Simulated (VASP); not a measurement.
Runs of VASP 6.6.1 on MnAs. Symmetry: F-43m, No. 216, cubic system. The conventional cell has a = 5.662 Å, b = 5.662 Å, c = 5.662 Å, α = 90.00°, β = 90.00°, γ = 90.00°. Mn (site symmetry -43m) has 4 As at 2.45 Å as nearest neighbours. As (site symmetry -43m) is surrounded by 4 Mn at 2.45 Å. The cell was built by a generator and needn't be a form met in nature.

```tsv
task	level	potentials or basis	cell	cutoff (eV)	pressure (GPa)	moment (μB)
band structure	r2SCAN	VASP PAW PBE potentials, release 64 (Mn_pv, As)	F-43m, 22.69 Å³/atom	520	2.2	4.00
band structure	LDA	VASP PAW LDA potentials, release 64 (Mn_pv, As)	F-43m, 22.69 Å³/atom	520	(a)	3.41
band structure	PBE	VASP PAW PBE potentials, release 64 (Mn_pv, As)	F-43m, 22.69 Å³/atom	520	(b)	3.71
band structure	TB-mBJ	VASP PAW PBE potentials, release 64 (Mn_pv, As)	F-43m, 22.69 Å³/atom	520	-	4.00
relaxation of cell and atoms	PBE	VASP PAW PBE potentials, release 64 (Mn_pv, As)	relaxed	600	0.0	3.70
```

Alike in all rows: spin collinear, ferromagnetic start; k mesh 12 × 12 × 12; smearing gaussian 0.03 eV.

**Question.** Estimate the missing entries.

**Answer.** (a) -7.7; (b) 0.1.

Caveats: a cell with one magnetic atom can't hold antiferromagnetic order, which such compounds often take; the PAW data sets were made with another functional, which shifts forces and pressure a little (some runs); the volume moved by over 15 % at a fixed basis, so the end points are rough (some runs).
